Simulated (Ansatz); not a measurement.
# Ionic part of the dielectric constant of BaF$_{2}$ at 1 GPa, mode by mode

These are results of DFT PBEsol, scalar-relativistic, plane waves, PAW in Ansatz 0.2.0, not measurements. Plane waves to 420 eV; Γ-centred k mesh 6×6×6; fixed occupations. No spin polarisation. Phonons by linear response, acoustic sum rule imposed.

The structure is cubic, space group Fm-3m (No. 225). The conventional cell has a = 6.106 Å, b = 6.106 Å, c = 6.106 Å, α = 90.00°, β = 90.00°, γ = 90.00°. Ba (site symmetry m-3m) has 8 F at 2.64 Å as nearest neighbours. F (site symmetry -43m) has 4 Ba at 2.64 Å as nearest neighbours.

Spin–orbit coupling is left out, which matters for heavy elements.

The primitive cell has V = 56.90 Å³ and ε∞,zz = 2.433. Each polar mode adds Δε = (4.92064×10⁷/V)·S/ν² along z, with S its oscillator strength in e²/amu, ν in cm⁻¹ and V in Å³.

Task: From these modes, find each Δε and ε0,zz.
```csv
ν (cm⁻¹),S_zz (e²/amu)
188.2,0.2329
```

Result:
```tsv
ν (cm⁻¹)	Δε
188.2	5.68
```

The sum is 5.684, so ε0,zz = 8.12; the run's tensor has 8.12.

Task: Where do the longitudinal modes lie for a wave vector along z?

Result: At 344 cm⁻¹. The Lyddane–Sachs–Teller product Π(ν_LO/ν_TO)² = 3.34 matches ε0/ε∞ = 3.34.

Cost: 1 run of about 0.64 core-minutes, on Arm Neoverse N1 (shared hosts).